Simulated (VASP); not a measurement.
Set up this calculation in VASP 6.6.1, as the native input.

| Quantity | Value |
| --- | --- |
| Task | electrostatic potential |
| Functional | PBE |
| Potentials or basis | VASP PAW PBE potentials, release 64 (Cr_pv) |
| Cutoff | 520 eV |
| k mesh | 20 × 20 × 20 |
| Occupations | methfessel-paxton, width 0.1 eV |
| Spin | no spin polarisation |
| Further INCAR settings | ALGO = Fast; EDIFF = 1e-07 |

The structure of Cr lies in POSCAR:

```
Cr                                      
1.0
   -1.4229439011      1.4229439011      1.4229439011
    1.4229439011     -1.4229439011      1.4229439011
    1.4229439011      1.4229439011     -1.4229439011
  Cr            
     1
Direct
     0.0000000000000000    0.0000000000000000    0.0000000000000000
```

The cell was built by a generator and needn't be a form met in nature.

These files were run (other wordings do the same):

INCAR

```
ALGO = Fast ; EDIFF = 1E-7
ENCUT = 520 ; GGA = PE
ISIF = 2 ; ISMEAR = 1
LASPH = T ; LCHARG = T
LREAL = F ; LVHAR = T
LWAVE = F ; NELM = 150
PREC = Accurate ; SIGMA = 0.1
```

KPOINTS

```
k-points
0
Gamma
  20 20 20
```

Potentials or basis: VASP PAW PBE potentials, release 64 (Cr_pv).

The run is started by

```bash
$ cat potpaw_PBE.64/Cr_pv/POTCAR > POTCAR
$ mpirun -np 1 vasp_std > vasp.out
```

It gave:

* Pressure: 0.0 GPa
* Band gap on the k mesh: none (metal or under the smearing width)

Caveat: the run has no spin polarisation, though such a crystal can be magnetic.

Run time: 12 s on 1 thread of Intel(R) Xeon(R) 6975P-C (Granite Rapids), on a shared host, peak memory 0.14 GiB.
